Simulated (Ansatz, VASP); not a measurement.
# One calculation of AlGaN2, two programs

Contents of POSCAR:

```
AlGaN2
1.0
    3.3739159071      0.0000000000      0.0000000000
    0.0000000000      3.3739159071      0.0000000000
    0.0000000000      0.0000000000      4.4223567397
Al Ga N
1 1 2
Direct
    0.5000000000      0.5000000000      0.5000000000
    0.0000000000      0.0000000000      0.0000000000
    0.5000000000      0.0000000000      0.7390831718
    0.0000000000      0.5000000000      0.2609168282
```

INCAR.step1

```
SYSTEM = AlGaN2
ALGO = Normal
EDIFF = 1E-4
ENCUT = 520
GGA = PE
ISMEAR = 0
LASPH = .TRUE.
LCHARG = .FALSE.
LREAL = .FALSE.
LWAVE = .TRUE.
NBANDS = 21
NELM = 100
PREC = Accurate
SIGMA = 0.05
```

Contents of INCAR.step2:

```
SYSTEM = AlGaN2
ALGO = Normal
EDIFF = 1E-6
ENCUT = 520
ISIF = 2
ISMEAR = 0
ISTART = 1
LASPH = .TRUE.
LCHARG = .TRUE.
LELF = .TRUE.
LMIXTAU = .TRUE.
LREAL = .FALSE.
LVHAR = .TRUE.
LWAVE = .FALSE.
METAGGA = R2SCAN
NBANDS = 21
NELM = 100
PREC = Accurate
SIGMA = 0.05
```

KPOINTS

```
k-points
0
G
  8 8 6
  0 0 0
```

Input for Ansatz:

```yaml
crystal:
  lattice:
    - [3.3739159071, 0.0, 0.0]
    - [0.0, 3.3739159071, 0.0]
    - [0.0, 0.0, 4.4223567397]
  atoms:
    - { symbol: Al, position: [0.5, 0.5, 0.5] }
    - { symbol: Ga, position: [0.0, 0.0, 0.0] }
    - { symbol: "N", position: [0.5, 0.0, 0.7390831718] }
    - { symbol: "N", position: [0.0, 0.5, 0.2609168282] }
basis:
  ecutwfc: 500
kpoints:
  mp_grid: { grid: [8, 8, 6] }
hamiltonian:
  xc: r2scan
scf:
  occupations: { method: gaussian, width: 0.05 }
output:
  forces: true
  stress: true
  eigenvalues: true
```

Change from the starting cell: strain +0.0750 x Voigt [1, 1, 0, 0, 0, 0], atoms carried along.

Alike in both runs: task single point; functional r2SCAN; k mesh 8 × 8 × 6; occupations gaussian, width 0.05 eV; no spin polarisation.

|  | VASP | Ansatz |
| --- | --- | --- |
| version | VASP 6.6.1 | Ansatz 0.2.0 |
| potentials or method | VASP PAW PBE potentials, release 64 (Al, Ga_d, N) | scalar-relativistic, plane waves, PAW |
| plane-wave cutoff (eV) | 520 | 500 |
| valence electrons in the cell | 26 | 26 |

Ansatz gave:

```
gap on the k mesh at the Fermi level (eV)       : 2.23
least direct gap on the mesh (eV)               : 2.23
pressure (GPa)                                  : -22.2
largest component of the traceless stress (GPa) : 6.14
rms of the force components (eV/Å)              : 0.040
```

**Question.** Which values does VASP return?

**Answer.** gap on the k mesh at the Fermi level (eV): 2.24; least direct gap on the mesh (eV): 2.24; pressure (GPa): -22.0; largest component of the traceless stress (GPa): 6.15; rms of the force components (eV/Å): 0.066.

Atom by atom the forces differ by 0.026 eV/Å (rms over components). The functional is the same, so the differences come from potentials, cutoffs and numerics.

Caveats: so large a pressure means that the cell lies far from this level's equilibrium, or that cutoff or potentials fall short (VASP); the potentials were made for another functional, which shifts forces and pressure (VASP).
